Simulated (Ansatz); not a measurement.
SnO:

```
Sn O
1.0
     3.81370    0.00000    0.00000
     0.00000    3.81370    0.00000
     0.00000    0.00000    4.88691
Sn O
2 2
Direct
  0.50000 0.00000 0.76463
  0.00000 0.50000 0.23537
  0.00000 0.00000 0.00000
  0.50000 0.50000 0.00000
```

The cell is a database's computed one.

Program: Ansatz 0.2.0. Alike in all runs: potentials or basis Ansatz PAW; no spin polarisation; cell as given; k mesh 4 × 4 × 3; smearing fermi-dirac 0.05 eV; the mesh is coarse, so values aren't converged.

Order these runs on this cell by their band gap on the k mesh, lowest first.
A. level r2SCAN; cutoff (eV) 500; points for each segment of the path 14
B. level PBE0; cutoff (eV) 420; points for each segment of the path 4
C. level HSE06; cutoff (eV) 420; points for each segment of the path 4
D. level PBEsol; cutoff (eV) 420; points for each segment of the path 14
E. level r2SCAN0 form with a typed share of exact exchange; cutoff (eV) 500; share of exact exchange 0.5

D (0.13 eV), A (0.28 eV), C (0.52 eV), B (1.15 eV), E (2.36 eV).

Caveats: all runs use coarse meshes; spin-orbit coupling is left out, which moves the levels of the heavy elements; odd divisions of the mesh miss points on the zone boundary, where band edges often lie, so the gap on the mesh can be too wide (some runs).

A k mesh can miss the band edges.

Runs at the PBE level aren't shown here.
